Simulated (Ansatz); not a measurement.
## Vibrational response of ZrS$_{2}$ at 40 GPa

Computed with Ansatz 0.2.0, DFT PBE, scalar-relativistic, plane waves, PAW. Settings: 420 eV plane-wave cutoff, Γ-centred 12×12×8 mesh, Fermi-Dirac smearing of 0.15 eV. No spin polarisation. Phonons by linear response, acoustic sum rule imposed.

The cell, relaxed at 40 GPa:
```
CELL_PARAMETERS angstrom
3.22969 0.00000 0.00000
-1.61484 2.79699 0.00000
0.00000 0.00000 5.07450
ATOMIC_POSITIONS crystal
Zr 0.00000 0.00000 0.00000
S 0.33333 0.66667 0.30833
S 0.66667 0.33333 0.69167
```

In a metal, frequencies and elastic constants depend on the k mesh and the smearing, soft modes and shear constants most. Other phases may be more stable at this pressure. A semilocal functional can close a gap that the real compound has.

Task: Is this structure stable against zone-centre distortions?

Result: Yes, at Γ: no optical mode is imaginary. Strains and other wave vectors aren't tested by this run.

Task: List the optical modes at Γ (i marks imaginary ones).

Result:
| frequency (cm⁻¹) | degeneracy |
| --- | --- |
| 236 | 2 |
| 271 | 2 |
| 436 | 1 |
| 440 | 1 |

Cost: 1 run of about 1.7 core-minutes, on Arm Neoverse V1 (shared hosts).